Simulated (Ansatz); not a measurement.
# MgTe (wurtzite): other levels of theory at one geometry

An exercise on one series of results from a longer session: the logs are not shown, and one member is left open.

Program: Ansatz 0.2.0. Level of theory: DFT at several levels, plane waves, PAW. These are calculated values, not measurements.

1 further run of the same task is left out (it didn't finish).

## The structure to begin with

It takes space group P6_3mc (No. 186, hexagonal). Conventional cell: a = 4.608 Å, b = 4.608 Å, c = 7.501 Å, α = 90.00°, β = 90.00°, γ = 120.00°. Around Mg (site symmetry 3m) lie 4 Te at 2.82 Å. Te (site symmetry 3m) has 4 Mg at 2.82 Å as nearest neighbours.

Structure file:

```cif
data_structure
_symmetry_space_group_name_H-M 'P 1'
_symmetry_Int_Tables_number 1
_cell_length_a 4.6081
_cell_length_b 4.6081
_cell_length_c 7.5010
_cell_angle_alpha 90.000
_cell_angle_beta 90.000
_cell_angle_gamma 120.000
_cell_volume 137.94
loop_
_atom_site_label
_atom_site_type_symbol
_atom_site_fract_x
_atom_site_fract_y
_atom_site_fract_z
_atom_site_occupancy
Mg1 Mg 0.66667 0.33333 0.00080 1
Mg2 Mg 0.33333 0.66667 0.50080 1
Te1 Te 0.66667 0.33333 0.62440 1
Te2 Te 0.33333 0.66667 0.12440 1
```

An earlier run at PBE left this cell at 34.485 Å³/atom and 0.00 GPa (8×8×6 mesh), mesh gap 2.37 eV.

Levels to run: PBE+SOC; r²SCAN; PBEsol; LDA; HSE06. Hardware: 2 threads of Arm Neoverse V2, shared host.

Set-up of the first run:

input.yaml reads:

```yaml
crystal:
  lattice:
    - [4.6080760668, 0.0, 0.0]
    - [-2.3040380334, 3.9907109364, 0.0]
    - [0.0, 0.0, 7.5009837135]
  atoms:
    - { symbol: Mg, position: [0.6666666667, 0.3333333333, 0.0008010072] }
    - { symbol: Mg, position: [0.3333333333, 0.6666666667, 0.5008010072] }
    - { symbol: Te, position: [0.6666666667, 0.3333333333, 0.6243989928] }
    - { symbol: Te, position: [0.3333333333, 0.6666666667, 0.1243989928] }
basis:
  ecutwfc: 420
  ecutrho_ratio: 4
kpoints:
  mp_grid: { grid: [8, 8, 6] }
hamiltonian:
  xc: pbe
scf:
  occupations: { method: gaussian, width: 0.05 }
output:
  forces: true
  stress: true
  eigenvalues: true
  populations: true
  dos: { projected: true, de: 0.02 }
  write_density: true
  write_potential: true
  elf: true
  volumetric_format: npy
magnetization:
  noncollinear: true
  spin_orbit: true
```

Run with:

```
$ ansatz run input.yaml --threads 2 --pin off --max-ram 2662MiB --backend cpu --events-out ev --progress --plain --runs-dir out
```

Among the steps run: PBE+SOC; r²SCAN; PBEsol; LDA; HSE06.

One of the session's tables, all rows but one given; the rest of the session is left out.

| level | gap on the mesh (eV) | pressure (GPa) |
| --- | --- | --- |
| PBE | 2.37 | 0.0 |
| LDA | ? | ? |
| PBEsol | 2.25 | -1.1 |
| PBE+SOC | 2.11 | 0.0 |
| r²SCAN | 3.06 | -0.7 |
| HSE06 | 3.22 | -0.7 |

**Question.** Estimate the row for LDA.

As computed: gap on the mesh (eV): 2.13; pressure (GPa): -2.2. In the column «gap on the mesh (eV)» it lies between PBE+SOC (2.11) and PBEsol (2.25).

The pressure runs from -2.2 GPa (LDA) to 0.0 GPa (PBE+SOC); a negative pressure means that level wants a smaller cell, a positive one a larger cell. The gap is widest with HSE06 (3.22 eV) and narrowest with PBE+SOC (2.11 eV). Total energies of different levels have different zeros and can't be compared.

Limits of these values: Warnings in the runs' records: stress scf threshold loose, stress exchange threshold loose.
